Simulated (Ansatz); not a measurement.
**IrO2**

**What was measured.** A measured cell of tetragonal IrO2 (space group P4_2/mnm), temperature not stated, from the Crystallography Open Database (1997, doi:10.1107/S0108768197001468), has a, c = 4.505, 3.159 Å and 10.68 Å³/atom.

Method: PBE+U (U_eff = 2 eV on Ir 5d), scalar-relativistic; collinear spin; PAW, 420 eV, 6×6×8 k-mesh, Gaussian smearing of 0.05 eV; code Ansatz; PAW files: Ansatz's generated set soft_2.

```
Ir O
1.0
     4.53963    0.00000    0.00000
     0.00000    4.53963    0.00000
     0.00000    0.00000    3.17442
Ir O
2 4
Direct
  0.00000 0.00000 0.00000
  0.50000 0.50000 0.50000
  0.30794 0.30794 0.00000
  0.19206 0.80794 0.50000
  0.69206 0.69206 0.00000
  0.80794 0.19206 0.50000
```

The chain of runs began from a cell as deposited in COD, expanded in volume.

Magnetic state: non-magnetic, site spin moments none.

The cell above was scaled in volume, and shape and atoms were relaxed at each volume within its symmetry. Energies are counted from the cell above.

The cell is relaxed to zero pressure at this level.

| V (Å³/atom) | ΔE (meV/atom) | P (GPa) |
| --- | --- | --- |
| 10.30 | ? | ? |
| 10.47 | 15.4 | 11.7 |
| 10.69 | 3.7 | 5.5 |
| 10.90 | 0.0 | 0.0 |
| 11.12 | 3.4 | -4.9 |
| 11.34 | 13.1 | -9.3 |
| 11.67 | 38.1 | -15.0 |
| 11.99 | 73.5 | -19.7 |

Task: Fill in the withheld row.

Result: ΔE (meV/atom): 29.9, P (GPa): 16.8.

Task: What do the points give for the equilibrium volume, the bulk modulus and its pressure derivative (third-order Birch–Murnaghan)?

Result: V0 = 10.90 Å³/atom, B0 = 260 GPa, B0′ = 4.9.

B0·V0 = 260.3 GPa × 10.90 Å³ = 17.71 eV/atom sets the scale: near the minimum ΔE ≈ ½ B0 V0 x², with x = V/V0 − 1, and a pressure of 2.6 GPa squeezes the volume by about 1 %. At the ends of the curve: x = −5.5 % predicts 26.8 meV/atom and the run gives 29.9; x = +10.0 % predicts 88.6 meV/atom and the run gives 73.5. The curve is steeper than the parabola on the compressed side and flatter on the expanded side: the bulk modulus rises with pressure.

**Against experiment.** PBE+U gives 4.540, 3.174 Å and 10.90 Å³/atom, +2.1 % in volume (+0.7 % in length) from the database's cell. PBE tends to overestimate volumes, and a Hubbard U, which takes the open shell out of the bonding, usually adds to that. Spin–orbit coupling, left out, also moves the volume of such heavy elements' compounds.

Spin–orbit coupling, which matters for such heavy elements, is left out. The run is a metal.
